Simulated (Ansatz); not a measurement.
# Cu2O: the cost of one run

Method: DFT PBE0, scalar-relativistic, plane waves, PAW, in Ansatz 0.2.0.

## (1) The starting structure

Symmetry: Pn-3m, No. 224, cubic system. The conventional cell has a = 4.269 Å, b = 4.269 Å, c = 4.269 Å, α = 90.00°, β = 90.00°, γ = 90.00°. Cu (site symmetry -3m) is surrounded by 2 O at 1.85 Å. Around O (site symmetry -43m) lie 4 Cu at 1.85 Å.

Coordinates:

```
Cu O
1.0
     4.26850    0.00000    0.00000
     0.00000    4.26850    0.00000
     0.00000    0.00000    4.26850
Cu O
4 2
Direct
  0.25000 0.25000 0.25000
  0.25000 0.75000 0.75000
  0.75000 0.75000 0.25000
  0.75000 0.25000 0.75000
  0.00000 0.00000 0.00000
  0.50000 0.50000 0.50000
```

The structure rests on an entry of the Crystallography Open Database; cell or positions may have been set otherwise for this series.

## (2) Single point: Cu2O, no spin

input.yaml

```yaml
crystal:
  lattice:
    - [4.2685, 0.0, 0.0]
    - [0.0, 4.2685, 0.0]
    - [0.0, 0.0, 4.2685]
  atoms:
    - { symbol: Cu, position: [0.25, 0.25, 0.25] }
    - { symbol: Cu, position: [0.25, 0.75, 0.75] }
    - { symbol: Cu, position: [0.75, 0.75, 0.25] }
    - { symbol: Cu, position: [0.75, 0.25, 0.75] }
    - { symbol: O, position: [0.0, 0.0, 0.0] }
    - { symbol: O, position: [0.5, 0.5, 0.5] }
scf:
  occupations: { method: fixed }
output:
  forces: false
  stress: false
  eigenvalues: true
  eigenstates:
    kpoints:
      - [0, 0, 0]
      - [0.03, 0.0, 0.0]
      - [0.06, 0.0, 0.0]
      - [0.03, 0.03, 0.0]
      - [0.06, 0.06, 0.0]
      - [0.03, 0.03, 0.03]
      - [0.06, 0.06, 0.06]
    e_range: [-3, 5]
  write_density: true
  write_potential: true
  elf: true
  volumetric_format: npy
kpoints:
  mp_grid: { grid: [4, 4, 4] }
hamiltonian:
  xc: pbe0
```

On the command line:

```sh
> ansatz run input.yaml --threads 8 --pin off --max-ram 24576MiB --backend cpu --events-out ev --progress --plain --runs-dir out
```

What time and memory should one allow on 8 threads of Arm Neoverse N1, shared host?

About 53 s, with a peak of 1.5 GiB.
